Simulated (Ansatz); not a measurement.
How far is PAW off for Ca?

```yaml
crystal:
  lattice:
    - [-2.20520, 2.20520, 2.19611]
    - [2.20520, -2.20520, 2.19611]
    - [2.20520, 2.20520, -2.19611]
  atoms:
    - { symbol: Ca, position: [0.50000, 0.50000, 0.00000] }
```

Structure from Materials Project entry mp-21 (possibly hypothetical), not relaxed further.

Methods: DFT, LDA, PAW with Ansatz's default frozen-core files, scalar-relativistic (Ansatz 0.2.0); DFT, LDA, all-electron LAPW, scalar-relativistic (Ansatz 0.2.0).

For PAW: a Γ-centred 11×11×11 k mesh, Fermi–Dirac smearing of 0.03 eV, cutoff 420 eV, no spin polarisation; the PAW files were made with PBE, and the program remakes their frozen cores for this functional. LAPW targets a basis error of 0.5 meV/atom. The Ansatz runs share mesh, smearing and spin set-up. Plane-wave (PAW) pressures include the program's estimate of the Pulay term.

Stress and pressure are positive in compression.

Levels count from the Fermi level.

```json
{"quantity": "pressure (GPa)", "PAW": "-1.92", "LAPW": "-1.92"}
{"quantity": "highest filled level at P (eV)", "PAW": "-22.960", "LAPW": "-22.950"}
{"quantity": "lowest empty level at P (eV)", "PAW": "0.308", "LAPW": "0.308"}
{"quantity": "highest filled level at X (eV)", "PAW": "-0.005", "LAPW": "-0.004"}
{"quantity": "lowest empty level at X (eV)", "PAW": "1.231", "LAPW": "1.230"}
```

PAW's pressure differs from the LAPW value by about 0.01 GPa or less.
